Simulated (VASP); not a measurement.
# La2O3 (P-62m) in VASP: notebook, part 2 of 2

VASP 6.6.1.

## Step 3: Atomic charges, PBEsol

The input, INCAR:

```
ALGO     = Normal         # electronic algorithm
EDIFF    = 1E-7           # SCF threshold, eV
ENCUT    = 520            # plane-wave cutoff, eV
GGA      = PS             # functional
ISIF     = 2              # what is computed and relaxed
ISMEAR   = 0              # smearing method
LASPH    = True           # aspherical terms in the spheres
LCHARG   = False          # write CHGCAR
LORBIT   = 10             # projections on sites
LREAL    = False          # projectors in reciprocal space
LWAVE    = False          # write WAVECAR
NELM     = 80             # most SCF steps
PREC     = Accurate       # precision mode
SIGMA    = 0.02           # smearing width, eV
```

The input, KPOINTS:

```
k-points
0
Gamma
  5 5 8
```

The input, POSCAR:

```
La2O3
1.0
    6.2667802772      0.0000000000      0.0000000000
   -3.1333901386      5.4271909200      0.0000000000
    0.0000000000      0.0000000000      3.2997660000
La O
2 3
Direct
    0.6666666667      0.3333333333      0.5000000000
    0.3333333333      0.6666666667      0.5000000000
    0.5080139900      0.0000000000      0.0000000000
    0.0000000000      0.5080139900      0.0000000000
    0.4919860100      0.4919860100      0.0000000000
```

Potentials or basis: VASP PAW PBE potentials, release 64 (La, O).

The run is started by

```bash
$ cat potpaw_PBE.64/La/POTCAR potpaw_PBE.64/O/POTCAR > POTCAR
$ mpirun -np 1 vasp_std > vasp.out
```

OUTCAR:

```text
EDIFF = 1E-7
   ENCUT = 520
   GGA = PS
   ISIF = 2
   ISMEAR = 0
   LASPH = True
   LORBIT = 10
   LREAL = False
   NELM = 80
   PREC = Accurate

 ion  position               nearest neighbor table
   1  0.667  0.333  0.500-   3 2.45   3 2.45   4 2.45   4 2.45   5 2.45   5 2.45   2 3.62   2 3.62
                             2 3.62
   2  0.333  0.667  0.500-   4 2.45   4 2.45   3 2.45   3 2.45   5 2.45   5 2.45   1 3.62   1 3.62
                             1 3.62
   3  0.508  0.000  0.000-   1 2.45   1 2.45   2 2.45   2 2.45
   4  0.000  0.508  0.000-   2 2.45   2 2.45   1 2.45   1 2.45
   5  0.492  0.492  0.000-   1 2.45   1 2.45   2 2.45   2 2.45

  LATTYP: Found a hexagonal cell.
 ALAT       =     6.2667802772
 C/A-ratio  =     0.5265488583

  Lattice vectors:

 A1 = (   6.2667802772,   0.0000000000,   0.0000000000)
 A2 = (  -3.1333901386,   5.4271909200,   0.0000000000)
 A3 = (   0.0000000000,   0.0000000000,   3.2997660000)

Analysis of symmetry for initial positions (statically):
=====================================================================
 Subroutine PRICEL returns:
 Original cell was already a primitive cell.

 Routine SETGRP: Setting up the symmetry group for a
 hexagonal supercell.

 Subroutine GETGRP returns: Found 12 space group operations
 (whereof 12 operations were pure point group operations)
 out of a pool of 24 trial point group operations.

The static configuration has the point symmetry D_3h.

Analysis of symmetry for dynamics (positions and initial velocities):
=====================================================================
 Subroutine PRICEL returns:
 Original cell was already a primitive cell.

 Routine SETGRP: Setting up the symmetry group for a
 hexagonal supercell.

 Subroutine GETGRP returns: Found 12 space group operations
 (whereof 12 operations were pure point group operations)
 out of a pool of 24 trial point group operations.

The dynamic configuration has the point symmetry D_3h.

 Subroutine INISYM returns: Found 12 space group operations
 (whereof 12 operations are pure point group operations),
 and found     1 'primitive' translations

----------------------------------------------------------------------------------------

                                     Primitive cell

  volume of cell :     112.2284

  direct lattice vectors                    reciprocal lattice vectors
     6.266780277  0.000000000  0.000000000     0.159571575  0.092128692  0.000000000
    -3.133390139  5.427190920  0.000000000     0.000000000  0.184257384  0.000000000
     0.000000000  0.000000000  3.299766000     0.000000000  0.000000000  0.303051792

  length of vectors
     6.266780277  6.266780277  3.299766000     0.184257384  0.184257384  0.303051792

  position of ions in fractional coordinates (direct lattice)
     0.666666667  0.333333333  0.500000000
     0.333333333  0.666666667  0.500000000
     0.508013990  0.000000000  0.000000000
     0.000000000  0.508013990  0.000000000
     0.491986010  0.491986010  0.000000000

  ion indices of the primitive-cell ions
   primitive index   ion index
                 1           1
                 2           2
                 3           3
[... 57 lines left out ...]
   total plane-waves  NPLWV =  64512
   dimension x,y,z NGX =    48 NGY =   48 NGZ =   28
   dimension x,y,z NGXF=    96 NGYF=   96 NGZF=   56
   ions per type =               2   3
   NGX,Y,Z   is equivalent  to a cutoff of  12.73, 12.73, 14.11 a.u.
   NGXF,Y,Z  is equivalent  to a cutoff of  25.47, 25.47, 28.21 a.u.
 SYSTEM =  unknown system
   PREC   = accura    normal or accurate (medium, high low for compatibility)
   ISTART =      0    job   : 0-new  1-cont  2-samecut
   ICHARG =      2    charge: 1-file 2-atom 10-const
   ISPIN  =      1    spin polarized calculation?
   LNONCOLLINEAR =      F non collinear calculations
   LSORBIT =      F    spin-orbit coupling
   LASPH  =      T    aspherical Exc in radial PAW
   ENCUT  =  520.0 eV  38.22 Ry    6.18 a.u.  11.65 11.65  6.14*2*pi/ulx,y,z
   NELM   =     80;   NELMIN=  2; NELMDL= -5     # of ELM steps
   EDIFF  = 0.1E-06   stopping-criterion for ELM
   LREAL  =      F    real-space projection
   EDIFFG = 0.1E-05   stopping-criterion for IOM
   NSW    =      0    number of steps for IOM
   IBRION =     -1    ionic relax: 0-MD 1-quasi-New 2-CG
   NFREE  =      0    steps in history (QN), initial steepest desc. (CG)
   ISIF   =      2    stress and relaxation
   ISYM   =      2    0-nonsym 1-usesym 2-fastsym
   POTIM  = 0.5000    time-step for ionic-motion
   TEBEG  =    0.0;   TEEND  =   0.0 temperature during run
   PSTRESS=    0.0 pullay stress
   NELECT =      40.0000    total number of electrons
   NUPDOWN=      -1.0000    fix difference up-down
   EMIN   =  10.00;   EMAX   =-10.00  energy-range for DOS
   EFERMI =   0.00;   METHOD = LEGACY
   ISMEAR =     0;   SIGMA  =   0.02  broadening in eV -4-tet -1-fermi 0-gaus
   EFERMI_NEDOS =   21; number of points for ismear=-14 and -15
   IALGO  =     38    algorithm
   IMIX   =      4    mixing-type and parameters
     AMIX     =   0.40;   BMIX     =  1.00
     AMIX_MAG =   1.60;   BMIX_MAG =  1.00
  volume/ion in A,a.u.               =      22.45       151.47
  Fermi-wavevector in a.u.,A,eV,Ry     =   1.160719  2.193442 18.330716  1.347270
  Thomas-Fermi vector in A             =   2.297299
   LORBIT       =     10    0 simple, 1 ext, 2 COOP (PROOUT), +10 PAW based schemes
   GGA     = PS    functional components
   LHFCALC =     F    Hartree Fock is set to
   AEXX    =    0.0000 exact exchange contribution
   IVDW    =     0    specifies the selected vdW correction
   LEPSILON=     F    determine dielectric tensor
   LRPA    =     F    only Hartree local field effects (RPA)
 non-spin polarized calculation
 Gauss-broadening in eV      SIGMA  =   0.02
  energy-cutoff  :      520.00
  volume of cell :      112.23
 maximum number of plane-waves:      3048
 NGX is ok and might be reduce to    48
   NGX = 23   NGY = 23   NGZ = 13

 number of electron      39.9999994 magnetization

 Free energy of the ion-electron system (eV)
  ---------------------------------------------------
  ext. energy  EPLUGINS =         0.00000000
  ---------------------------------------------------
  free energy    TOTEN  =       -42.44153379 eV

  energy without entropy =      -42.44153379  energy(sigma->0) =      -42.44153379

 E-fermi :   3.4847     XC(G=0):  -8.4812

 val. band max:        3.2854389110   @ k =   0.0000   0.0000   0.5000
 cond. band min:       4.7493377188   @ k =   0.0000   0.0000   0.0000
 fundamental gap:      1.4638988078
 Fermi energy:         3.4847180519

 k-point     1 :       0.0000    0.0000    0.0000
  band No.  band energies     occupation
      1     -27.2192      2.00000
      2     -26.9903      2.00000
      3     -14.1707      2.00000
      4     -14.1707      2.00000
      5     -12.4960      2.00000
      6     -10.7514      2.00000
[... 637 lines left out ...]
     23       7.7642      0.00000
     24       7.8039      0.00000

 [... further k-points ...]

------------------------ aborting loop because EDIFF is reached ----------------------------------------

  FORCE on cell =-STRESS in cart. coord.  units (eV):
  Direction    XX          YY          ZZ          XY          YZ          ZX
  --------------------------------------------------------------------------------------
  -------------------------------------------------------------------------------------
  Total        0.0512242      0.0512242     -2.6377580     -0.0000000     -0.0000000      0.0000000
  in kB        0.7312796      0.7312796    -37.6567486     -0.0000000     -0.0000000      0.0000000
  external PRESSURE =     -12.0647298 kB  Pullay stress =       0.0000000 kB

 VOLUME and BASIS-vectors are now :
 -----------------------------------------------------------------------------
  energy-cutoff  :      520.00
  volume of cell :      112.23
      direct lattice vectors                 reciprocal lattice vectors
     6.266780277  0.000000000  0.000000000     0.159571575  0.092128692  0.000000000
    -3.133390139  5.427190920  0.000000000     0.000000000  0.184257384  0.000000000
     0.000000000  0.000000000  3.299766000     0.000000000  0.000000000  0.303051792

 POSITION                                       TOTAL-FORCE (eV/Angst)
 -----------------------------------------------------------------------------------
      3.13339      1.80906      1.64988         0.000000     -0.000000     -0.000000
     -0.00000      3.61813      1.64988         0.000000     -0.000000     -0.000000
      3.18361      0.00000      0.00000        -0.062379     -0.000000     -0.000000
     -1.59181      2.75709      0.00000         0.031190     -0.054022     -0.000000
      1.54158      2.67010      0.00000         0.031190      0.054022      0.000000
 -----------------------------------------------------------------------------------
    total drift:                               -0.000000     -0.000000     -0.000000

  FREE ENERGIE OF THE ION-ELECTRON SYSTEM (eV)
  ---------------------------------------------------
  free  energy   TOTEN  =       -42.4415337901 eV

  energy  without entropy=      -42.4415337901  energy(sigma->0) =      -42.44153379

 total charge

# of ion       s       p       d       f       tot
--------------------------------------------------
    1        2.036   5.682   0.675   0.238   8.631
    2        2.036   5.682   0.675   0.238   8.631
    3        1.561   3.412   0.000   0.000   4.972
    4        1.561   3.412   0.000   0.000   4.972
    5        1.561   3.412   0.000   0.000   4.972
--------------------------------------------------
tot          8.753  21.598   1.350   0.477  32.179
```

Wall time 1.8 min (1 thread of Intel Xeon Platinum 8259CL at 2.50GHz (Skylake/Cascade Lake), shared host); peak memory 0.27 GiB.

What came out:

* Free energy: -42.4415 eV
* Pressure: -1.2 GPa
* Largest force: 0.062 eV/Å
* Band gap on the k mesh: 1.46 eV, indirect (least direct gap 1.98 eV)
* Valence electrons inside the program's atomic spheres: La 8.63; O 4.97

Forces in eV/Å, atoms in the order of the input:
```
La   0.000  0.000  0.000
La   0.000  0.000  0.000
O   -0.062  0.000  0.000
O    0.031 -0.054  0.000
O    0.031  0.054  0.000
```

Caveat: the PAW data sets were made with another functional, which shifts forces and pressure a little; spin-orbit coupling is left out, which moves the levels of the heavy elements; an odd mesh through Γ misses points on the zone boundary, where band edges often lie.

## Step 4: Relaxation of cell and atoms, LDA

The input, INCAR:

```
PREC     = Accurate       # precision mode
ENCUT    = 600            # plane-wave cutoff, eV
EDIFF    = 1E-6           # SCF threshold, eV
ISMEAR   = 0              # smearing method
SIGMA    = 0.02           # smearing width, eV
LREAL    = F              # projectors in reciprocal space
LASPH    = T              # aspherical terms in the spheres
NELM     = 80             # most SCF steps
ALGO     = Normal         # electronic algorithm
ISIF     = 3              # what is computed and relaxed
LWAVE    = F              # write WAVECAR
LCHARG   = F              # write CHGCAR
IBRION   = 2              # ionic algorithm
NSW      = 60             # ionic steps
EDIFFG   = -0.005         # ionic threshold
KPAR     = 2
```

The input, KPOINTS:

```
Automatic mesh
0
Gamma
  4 4 8
```

POSCAR is that of step 3.

Potentials or basis: VASP PAW LDA potentials, release 64 (La, O).

The run is started by

```bash
$ cat potpaw_LDA.64/La/POTCAR potpaw_LDA.64/O/POTCAR > POTCAR
$ mpirun -np 2 vasp_std > vasp.out
```

Wall time 6.2 min (2 MPI ranks of Intel Xeon Platinum 8259CL at 2.50GHz (Skylake/Cascade Lake), shared host); peak memory 0.25 GiB.

The run converged. Its results:

```
Free energy                            : -44.4565 eV
Relaxed volume                         : 21.86 Å³/atom
Relaxed cell                           : a = 6.250 Å, b = 6.250 Å, c = 3.231 Å, α = 90.00°, β = 90.00°, γ = 120.00°
Space group after relaxing (to 0.05 Å) : P6/mmm (No. 191)
Energy gained by relaxing              : 11.3 meV/atom
Ionic steps                            : 20
Pressure after relaxing                : 0.0 GPa
Band gap on the k mesh                 : 1.19 eV, indirect (least direct gap 1.82 eV)
```

Step by step:
```tsv
step	energy change (eV)	largest force (eV/Å)	pressure (GPa)	volume (Å³)
1	0.0000	0.0728	-3.38	112.23
2	0.0378	0.0337	5.52	104.69
3	-0.0517	0.0566	0.14	108.92
4	-0.0518	0.0563	0.20	108.85
5	-0.0529	0.0549	0.05	109.15
6	-0.0530	0.0541	-0.04	109.33
7	-0.0536	0.0496	-0.07	109.35
8	-0.0549	0.0364	-0.12	109.41
9	-0.0564	0.0132	-0.26	109.52
10	-0.0565	0.0067	0.20	109.08
11	-0.0566	0.0082	0.03	109.26
12	-0.0567	0.0077	0.03	109.24
13	-0.0567	0.0037	0.04	109.20
14	-0.0567	0.0011	0.01	109.26
15	-0.0567	0.0015	-0.02	109.29
16	-0.0567	0.0009	-0.09	109.36
17	-0.0567	0.0012	-0.05	109.30
18	-0.0567	0.0007	-0.05	109.30
19	-0.0567	0.0040	-0.04	109.29
20	-0.0567	0.0007	0.00	109.28
```

Final structure:
```
La O
1.0
     6.24978    0.00000    0.00000
    -3.12489    5.41247    0.00000
     0.00000    0.00000    3.23064
La O
2 3
Direct
  0.66667 0.33333 0.50000
  0.33333 0.66667 0.50000
  0.49992 0.00000 0.00000
  0.00000 0.49992 0.00000
  0.50008 0.50008 0.00000
```

Levels at points of the mesh, in eV from the valence-band top:
```tsv
k point	band 18	band 19	band 20	band 21	band 22	band 23
(0.00, 0.00, 0.00)	-1.18	-0.99	-0.62	1.19	3.19	3.80
(0.50, 0.00, 0.00)	-1.48	-1.29	-1.13	2.38	3.22	4.08
(0.00, 0.00, 0.50)	-1.48	-0.56	0.00	4.13	4.16	4.24
(0.50, 0.00, 0.50)	-1.67	-0.94	-0.78	4.15	4.23	4.28
```

Caveat: spin-orbit coupling is left out, which moves the levels of the heavy elements.

## Step 5: The reference run

An earlier run on the cell as given: functional PBE; potentials or basis VASP PAW PBE potentials, release 64 (La, O); cutoff 520 eV; k mesh 5 × 5 × 8; occupations fermi-dirac, width 0.05 eV; no spin polarisation.

- Pressure: 1.9 GPa
- Largest force: 0.047 eV/Å
- Band gap on the k mesh: 1.54 eV, indirect (least direct gap 2.05 eV)

## Step 6: The runs side by side

| task | level | potentials or basis | cell | k mesh | cutoff (eV) | smearing | ladder | gap on the mesh (eV) | pressure (GPa) | relaxed volume (Å³/atom) | largest force (eV/Å) |
| --- | --- | --- | --- | --- | --- | --- | --- | --- | --- | --- | --- |
| relaxation of cell and atoms | r2SCAN | VASP PAW PBE potentials, release 64 (La, O) | relaxed | 4 × 4 × 8 | 600 | gaussian 0.02 eV | gaps | 1.93 | 0.0 | 22.84 | - |
| atomic charges | PBEsol | VASP PAW PBE potentials, release 64 (La, O) | as given | 5 × 5 × 8 | 520 | gaussian 0.02 eV | - | 1.46 | -1.2 | - | 0.06 |
| relaxation of cell and atoms | LDA | VASP PAW LDA potentials, release 64 (La, O) | relaxed | 4 × 4 × 8 | 600 | gaussian 0.02 eV | gaps | 1.19 | 0.0 | 21.86 | - |
| single point | PBE | VASP PAW PBE potentials, release 64 (La, O) | as given | 5 × 5 × 8 | 520 | fermi-dirac 0.05 eV | - | 1.54 | 1.9 | - | 0.05 |

Alike in all rows: no spin polarisation.

Caveats: spin-orbit coupling is left out, which moves the levels of the heavy elements; the PAW data sets were made with another functional, which shifts forces and pressure a little (some runs); an odd mesh through Γ misses points on the zone boundary, where band edges often lie (some runs).

Absolute energies hang on the potentials; compare differences alone.
